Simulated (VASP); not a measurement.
# Bi (Fm-3m) in VASP: density of states with PBE

Aim: the density of states of Bi with PBE.

Everything below comes from runs of VASP 6.6.1. Logs are shortened: lines on timing, memory, paths and dates and some standing lists are left out, and cuts for length are marked.

## 1. The crystal as given

It takes space group Fm-3m (No. 225, cubic). Conventional cell: a = 5.032 Å, b = 5.032 Å, c = 5.032 Å, α = 90.00°, β = 90.00°, γ = 90.00°. Around Bi (site symmetry m-3m) lie 12 Bi at 3.56 Å.

The cell was built by a generator and needn't be a form met in nature.

## 2. Density of states, PBE

File POSCAR:

```
Bi
1.0
    0.0000000000      2.5160778638      2.5160778638
    2.5160778638      0.0000000000      2.5160778638
    2.5160778638      2.5160778638      0.0000000000
Bi
1
Direct
    0.0000000000      0.0000000000      0.0000000000
```

File INCAR.step1:

```
PREC     = Accurate       # precision mode
ENCUT    = 520            # plane-wave cutoff, eV
EDIFF    = 1E-7           # SCF threshold, eV
ISMEAR   = 0              # smearing method
SIGMA    = 0.05           # smearing width, eV
LREAL    = F              # projectors in reciprocal space
LASPH    = T              # aspherical terms in the spheres
NELM     = 60             # most SCF steps
ALGO     = Fast           # electronic algorithm
ISIF     = 2              # what is computed and relaxed
LWAVE    = F              # write WAVECAR
LCHARG   = T              # write CHGCAR
GGA      = PE             # functional
NBANDS   = 14             # bands
```

File KPOINTS.step1:

```
Automatic mesh
0
Gamma
  14 14 14
```

File INCAR.step2:

```
PREC     = Accurate       # precision mode
ENCUT    = 520            # plane-wave cutoff, eV
EDIFF    = 1E-7           # SCF threshold, eV
ISMEAR   = -5             # smearing method
SIGMA    = 0.05           # smearing width, eV
LREAL    = F              # projectors in reciprocal space
LASPH    = T              # aspherical terms in the spheres
NELM     = 60             # most SCF steps
ALGO     = Fast           # electronic algorithm
ISIF     = 2              # what is computed and relaxed
LWAVE    = F              # write WAVECAR
LCHARG   = F              # write CHGCAR
GGA      = PE             # functional
LORBIT   = 11             # projections on sites
NBANDS   = 14             # bands
NEDOS    = 1001           # points of the DOS
ICHARG   = 11             # starting density
```

File KPOINTS.step2:

```
Automatic mesh
0
Gamma
  21 21 21
```

Potentials or basis: VASP PAW PBE potentials, release 64 (Bi_d).

Launch:

```
$ cat potpaw_PBE.64/Bi_d/POTCAR > POTCAR
$ cp INCAR.step1 INCAR
$ cp KPOINTS.step1 KPOINTS
$ mpirun -np 1 vasp_std > vasp.out
$ cp INCAR.step2 INCAR
$ cp KPOINTS.step2 KPOINTS
$ mpirun -np 1 vasp_std > vasp.out
```

OUTCAR:

```text
PREC = Accurate
   ENCUT = 520
   EDIFF = 1E-7
   ISMEAR = -5
   LREAL = F
   LASPH = T
   NELM = 60
   ISIF = 2
   GGA = PE
   LORBIT = 11
   ICHARG = 11

 ion  position               nearest neighbor table
   1  0.000  0.000  0.000-

  LATTYP: Found a face centered cubic cell.
 ALAT       =     5.0321557276

  Lattice vectors:

 A1 = (   0.0000000000,   2.5160778638,   2.5160778638)
 A2 = (   2.5160778638,   0.0000000000,   2.5160778638)
 A3 = (   2.5160778638,   2.5160778638,   0.0000000000)

Analysis of symmetry for initial positions (statically):
=====================================================================
 Subroutine PRICEL returns:
 Original cell was already a primitive cell.

 Routine SETGRP: Setting up the symmetry group for a
 face centered cubic supercell.

 Subroutine GETGRP returns: Found 48 space group operations
 (whereof 48 operations were pure point group operations)
 out of a pool of 48 trial point group operations.

The static configuration has the point symmetry O_h .

Analysis of symmetry for dynamics (positions and initial velocities):
=====================================================================
 Subroutine PRICEL returns:
 Original cell was already a primitive cell.

 Routine SETGRP: Setting up the symmetry group for a
 face centered cubic supercell.

 Subroutine GETGRP returns: Found 48 space group operations
 (whereof 48 operations were pure point group operations)
 out of a pool of 48 trial point group operations.

The dynamic configuration has the point symmetry O_h .

 Subroutine INISYM returns: Found 48 space group operations
 (whereof 48 operations are pure point group operations),
 and found     1 'primitive' translations

----------------------------------------------------------------------------------------

                                     Primitive cell

  volume of cell :      31.8568

  direct lattice vectors                    reciprocal lattice vectors
     0.000000000  2.516077864  2.516077864    -0.198721990  0.198721990  0.198721990
     2.516077864  0.000000000  2.516077864     0.198721990 -0.198721990  0.198721990
     2.516077864  2.516077864  0.000000000     0.198721990  0.198721990 -0.198721990

  length of vectors
     3.558271439  3.558271439  3.558271439     0.344196583  0.344196583  0.344196583

  position of ions in fractional coordinates (direct lattice)
     0.000000000  0.000000000  0.000000000

  ion indices of the primitive-cell ions
[... 82 lines left out ...]
   ISIF   =      2    stress and relaxation
   ISYM   =      2    0-nonsym 1-usesym 2-fastsym
   POTIM  = 0.5000    time-step for ionic-motion
   TEBEG  =    0.0;   TEEND  =   0.0 temperature during run
   PSTRESS=    0.0 pullay stress
   NELECT =      15.0000    total number of electrons
   NUPDOWN=      -1.0000    fix difference up-down
   EMIN   =  10.00;   EMAX   =-10.00  energy-range for DOS
   EFERMI =   0.00;   METHOD = LEGACY
   ISMEAR =    -5;   SIGMA  =   0.05  broadening in eV -4-tet -1-fermi 0-gaus
   EFERMI_NEDOS =   21; number of points for ismear=-14 and -15
   IALGO  =     68    algorithm
   IMIX   =      4    mixing-type and parameters
     AMIX     =   0.40;   BMIX     =  1.00
     AMIX_MAG =   1.60;   BMIX_MAG =  1.00
  volume/ion in A,a.u.               =      31.86       214.98
  Fermi-wavevector in a.u.,A,eV,Ry     =   1.273614  2.406782 22.069912  1.622093
  Thomas-Fermi vector in A             =   2.406428
   LORBIT       =     11    0 simple, 1 ext, 2 COOP (PROOUT), +10 PAW based schemes
   GGA     = PE    functional components
   LHFCALC =     F    Hartree Fock is set to
   AEXX    =    0.0000 exact exchange contribution
   IVDW    =     0    specifies the selected vdW correction
   LEPSILON=     F    determine dielectric tensor
   LRPA    =     F    only Hartree local field effects (RPA)
 non-spin polarized calculation
 RMM-DIIS sequential band-by-band and
 Fermi weights with tetrahedron method with Bloechl corrections
  energy-cutoff  :      520.00
  volume of cell :       31.86
 maximum number of plane-waves:       883

 number of electron      15.0000000 magnetization

 Free energy of the ion-electron system (eV)
  ---------------------------------------------------
  ext. energy  EPLUGINS =         0.00000000
  ---------------------------------------------------
  free energy    TOTEN  =        -3.70355752 eV

  energy without entropy =       -3.70355752  energy(sigma->0) =       -3.70355752

 E-fermi :   7.7530     XC(G=0): -10.1844

 val. band max:        7.8147486203   @ k =  -0.1429   0.1429   0.0000
 cond. band min:       7.7106564127   @ k =  -0.4762   0.4286   0.0952
 fundamental gap:     -0.1040922076
 Fermi energy:         7.7530060756

 k-point     1 :       0.0000    0.0000    0.0000
  band No.  band energies     occupation
      1     -15.3708      2.00000
      2     -15.3708      2.00000
      3     -15.3708      2.00000
      4     -15.3060      2.00000
      5     -15.3060      2.00000
      6      -5.7334      2.00000
      7      12.5031      0.00000
      8      12.5031      0.00000
      9      12.5031      0.00000
     10      16.2890      0.00000
     11      16.7905      0.00000
     12      18.3970      0.00000
     13      18.3970      0.00000
     14      18.3970      0.00000
[... 377 lines left out ...]
      1     -15.3618      2.00000
      2     -15.3604      2.00000
      3     -15.3590      2.00000
      4     -15.2530      2.00000
      5     -15.2457      2.00000
      6      -3.4460      2.00000
      7       3.4755      2.00000
      8      10.5596      0.00000
      9      11.2013      0.00000
     10      15.2346      0.00000
     11      16.2059      0.00000
     12      17.4911      0.00000
     13      18.3477      0.00000
     14      22.6346      0.00000

 [... further k-points ...]
[... 5 lines left out ...]
  --------------------------------------------------------------------------------------
  -------------------------------------------------------------------------------------
  Total       -0.0726433     -0.0726433     -0.0726433      0.0000000      0.0000000      0.0000000
  in kB       -3.6534566     -3.6534566     -3.6534566      0.0000000      0.0000000      0.0000000
  external PRESSURE =      -3.6534566 kB  Pullay stress =       0.0000000 kB

 VOLUME and BASIS-vectors are now :
 -----------------------------------------------------------------------------
  energy-cutoff  :      520.00
  volume of cell :       31.86
      direct lattice vectors                 reciprocal lattice vectors
     0.000000000  2.516077864  2.516077864    -0.198721990  0.198721990  0.198721990
     2.516077864  0.000000000  2.516077864     0.198721990 -0.198721990  0.198721990
     2.516077864  2.516077864  0.000000000     0.198721990  0.198721990 -0.198721990

 POSITION                                       TOTAL-FORCE (eV/Angst)
 -----------------------------------------------------------------------------------
      0.00000      0.00000      0.00000         0.000000      0.000000      0.000000
 -----------------------------------------------------------------------------------
    total drift:                               -0.000000      0.000000     -0.000000

  FREE ENERGIE OF THE ION-ELECTRON SYSTEM (eV)
  ---------------------------------------------------
  free  energy   TOTEN  =        -3.7035575164 eV

  energy  without entropy=       -3.7035575164  energy(sigma->0) =       -3.70355752

 total charge

# of ion       s       p       d       tot
------------------------------------------
    1        1.563   1.232   9.919  12.714
```

It took 3.8 min on 1 thread of Intel Xeon Platinum 8375C at 2.90GHz (Ice Lake), shared host; peak memory 0.23 GiB.

Results:

- Valence electrons inside the program's atomic spheres: Bi 12.71

States per cell in windows of 1 eV (zero at the Fermi level; states under -8 eV left out):
| from (eV) | total | Bi1_p | Bi1_d | Bi1_s |
| --- | --- | --- | --- | --- |
| -8.0 | 0.00 | 0.00 | 0.00 | 0.00 |
| -7.0 | 0.00 | 0.00 | 0.00 | 0.00 |
| -6.0 | 0.02 | 0.01 | 0.00 | 0.00 |
| -5.0 | 0.35 | 0.13 | 0.00 | 0.01 |
| -4.0 | 0.93 | 0.36 | 0.01 | 0.04 |
| -3.0 | 0.49 | 0.19 | 0.01 | 0.03 |
| -2.0 | 0.56 | 0.23 | 0.01 | 0.02 |
| -1.0 | 0.67 | 0.29 | 0.02 | 0.02 |
| 0.0 | 0.84 | 0.40 | 0.02 | 0.01 |
| 1.0 | 0.81 | 0.41 | 0.02 | 0.01 |
| 2.0 | 0.72 | 0.41 | 0.01 | 0.01 |
| 3.0 | 0.47 | 0.29 | 0.01 | 0.00 |
| 4.0 | 0.25 | 0.11 | 0.01 | 0.01 |
| 5.0 | 0.37 | 0.02 | 0.06 | 0.01 |
| 6.0 | 0.66 | 0.05 | 0.10 | 0.01 |
| 7.0 | 1.04 | 0.10 | 0.14 | 0.02 |

Caveat: spin-orbit coupling is left out, which moves the levels of the heavy elements; tetrahedron occupations give inexact forces and stress in metals.
